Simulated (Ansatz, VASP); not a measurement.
## Two plane-wave programs on Sn

```
CELL_PARAMETERS angstrom
-1.80142 1.80142 1.80142
1.80142 -1.80142 1.80142
1.80142 1.80142 -1.80142
ATOMIC_POSITIONS crystal
Sn 0.00000 0.00000 0.00000
```

Alike in both runs: task single point; functional LDA; k mesh 13 × 13 × 13; occupations fermi-dirac, width 0.1 eV; no spin polarisation.

|  | VASP | Ansatz |
| --- | --- | --- |
| version | VASP 6.6.1 | Ansatz 0.2.0 |
| potentials or method | VASP PAW LDA potentials, release 64 (Sn_d) | plane waves (420 eV) with PAW, scalar-relativistic |
| plane-wave cutoff (eV) | 520 | 420 |
| valence electrons in the cell | 14 | 14 |

|  | VASP | Ansatz | Ansatz less VASP |
| --- | --- | --- | --- |
| pressure (GPa) | 6.4 | 6.3 | -0.05 |

Ansatz warned: «pseudo_functional_mismatch».
